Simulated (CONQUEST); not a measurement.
Crystal: GaN.

```
Ga N
1.0
     3.18000    0.00000    0.00000
     0.00000    5.16600    0.00000
     0.00000    0.00000    5.50792
Ga N
4 4
Cartesian
  1.5861 2.5776 4.6210
  3.1761 2.5776 1.8670
  1.5796 0.0547 0.9528
  3.1696 0.0547 3.7068
  0.0236 4.5264 1.8458
  1.6136 4.5264 4.5998
  1.5449 1.9332 0.9204
  3.1349 1.9332 3.6743
```

The cell isn't the ideal one: atoms moved at random, drawn with an rms of 0.05 Å.

Base run:

```yaml
Program: CONQUEST 1.3
Functional: PBE
Potentials_or_basis: PseudoDojo NC PBE, SZP, grid cutoff 150 Ha
k_mesh: 5 × 4 × 3
Occupations: fermi-dirac, width 0.05 eV
Spin: no spin polarisation
```

Its results: band gap on the k mesh 2.28 eV; pressure 13.0 GPa; largest force 1.757 eV/Å.

Q: After a change of settings the same cell gave: band gap on the k mesh 1.92 eV; pressure 13.4 GPa; largest force 1.811 eV/Å. Which change was it?
A. potentials or basis from PseudoDojo NC PBE, SZP, grid cutoff 150 Ha to PseudoDojo NC PBE, DZ, grid cutoff 150 Ha
B. potentials or basis from PseudoDojo NC PBE, SZP, grid cutoff 150 Ha to PseudoDojo NC PBE, SZ, grid cutoff 150 Ha
C. potentials or basis from PseudoDojo NC PBE, SZP, grid cutoff 150 Ha to PseudoDojo NC PBE, DZP, grid cutoff 150 Ha

A: A.

Caveats: the atomic basis is small; an odd mesh through Γ misses points on the zone boundary, where band edges often lie; the basis of atomic orbitals isn't converged, which shifts pressures, moduli and gaps.
